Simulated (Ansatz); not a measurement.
The system is CuAu.

```
Au Cu
1.0
     2.81075    0.00000    0.00000
     0.00000    2.81075    0.00000
     0.00000    0.00000    3.68500
Au Cu
1 1
Direct
  0.00000 0.00000 0.00000
  0.50000 0.50000 0.50000
```

| Item | Value |
| --- | --- |
| Program | Ansatz 0.2.0 |
| Task | single point |
| Functional | PBEsol |
| Potentials or basis | all-electron LAPW, scalar-relativistic |
| Cutoff | 271 eV (chosen from the basis error) |
| Basis error allowed | 0.001 eV/atom |
| k mesh | 9 × 9 × 7 |
| Occupations | fermi-dirac, width 0.05 eV |
| Spin | no spin polarisation |

On this cell: pressure -4.0 GPa; largest force under 0.003 eV/Å; band gap on the k mesh none (metal or under the smearing width).

The same run follows on a disturbed copy (atoms moved at random, drawn with an rms of 0.05 Å):

```
CELL_PARAMETERS angstrom
2.81075 0.00000 0.00000
0.00000 2.81075 0.00000
0.00000 0.00000 3.68500
ATOMIC_POSITIONS crystal
Au 0.99294 0.00315 0.98443
Cu 0.49656 0.48971 0.49476
```

Task: What changes?

Result: The energy (extrapolated to zero smearing) moves by +3.6 meV/atom; pressure -3.8 GPa; largest force 0.276 eV/Å; band gap on the k mesh none (metal or under the smearing width).

Forces on the atoms (eV/Å):
```
Au   0.033 -0.123  0.245
Cu  -0.033  0.123 -0.245
```

Stress tensor (GPa, compression positive):
```
-3.65 -0.02  0.04
-0.02 -3.70 -0.16
 0.04 -0.16 -3.97
```
